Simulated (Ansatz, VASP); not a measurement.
# TaN in VASP and in Ansatz

Contents of INCAR:

```
SYSTEM = TaN
  PREC = Accurate
  ENCUT = 520
  EDIFF = 1E-8
  ISMEAR = -1
  SIGMA = 0.02
  LREAL = .False.
  LASPH = .True.
  NELM = 100
  ALGO = Normal
  ISIF = 2
  LWAVE = .False.
  LCHARG = .False.
  GGA = PE
  LEFG = .True.
  NBANDS = 33
```

Contents of KPOINTS:

```
Automatic mesh
0
Gamma
  6 6 9
  0 0 0
```

POSCAR

```
TaN
1.0
    5.1849992558      0.0000000000      0.0000000000
   -2.5924996279      4.4903410741      0.0000000000
    0.0000000000      0.0000000000      2.9080000000
Ta N
3 3
Direct
    0.0000000000      0.0000000000      0.0000000000
    0.3333333333      0.6666666667      0.5000000000
    0.6666666667      0.3333333333      0.5000000000
    0.5000000000      0.0000000000      0.0000000000
    0.5000000000      0.5000000000      0.0000000000
    0.0000000000      0.5000000000      0.0000000000
```

Input for Ansatz:

```yaml
crystal:
  lattice:
    - [5.1849992558, 0.0, 0.0]
    - [-2.5924996279, 4.4903410741, 0.0]
    - [0.0, 0.0, 2.908]
  atoms:
    - { symbol: Ta, position: [0.0, 0.0, 0.0] }
    - { symbol: Ta, position: [0.3333333333, 0.6666666667, 0.5] }
    - { symbol: Ta, position: [0.6666666667, 0.3333333333, 0.5] }
    - { symbol: "N", position: [0.5, 0.0, 0.0] }
    - { symbol: "N", position: [0.5, 0.5, 0.0] }
    - { symbol: "N", position: [0.0, 0.5, 0.0] }
kpoints:
  mp_grid: { grid: [6, 6, 9] }
  band_path:
    path:
      - [0.0, 0.0, 0.0]
      - [0.5, 0.0, 0.0]
      - [0.3333333333, 0.3333333333, 0.0]
      - [0.0, 0.0, 0.0]
      - [0.0, 0.0, 0.5]
      - [0.5, 0.0, 0.5]
      - [0.3333333333, 0.3333333333, 0.5]
      - [0.0, 0.0, 0.5]
      - [0.5, 0.0, 0.5]
    npoints: 8
scf:
  occupations: { method: fermi_dirac, width: 0.02 }
hamiltonian:
  xc: pbe
  pseudopotentials: { kind: paw }
output:
  forces: true
  stress: true
  eigenvalues: true
  efg: { contact_densities: true }
  populations: true
  bader: true
  dos: { projected: true, de: 0.2, e_range: [-14, 8] }
```

Alike in both runs: task electric field gradients; functional PBE; k mesh 6 × 6 × 9; occupations fermi-dirac, width 0.02 eV; no spin polarisation.

|  | VASP | Ansatz |
| --- | --- | --- |
| version | VASP 6.6.1 | Ansatz 0.2.0 |
| potentials or method | VASP PAW PBE potentials, release 64 (Ta_pv, N) | PAW with Ansatz's default frozen-core files, scalar-relativistic |
| plane-wave cutoff (eV) | 520 | 420 |
| valence electrons in the cell | 48 | 54 |

Ansatz gave:

```
pressure (GPa)                                                 : 10.3
largest component of the traceless stress (GPa)                : 1.44
Vzz of the field gradient on the site that differs most (V/Å²) : -475.6
```

Estimate VASP's values.

pressure (GPa): 11.2; largest component of the traceless stress (GPa): 1.66; Vzz of the field gradient on the site that differs most (V/Å²): -350.0.

The two sets of potentials don't hold the same shells in valence. Ansatz warned: «gradients_without_spin_orbit».

Spin-orbit coupling is left out, which matters for the levels of Ta.
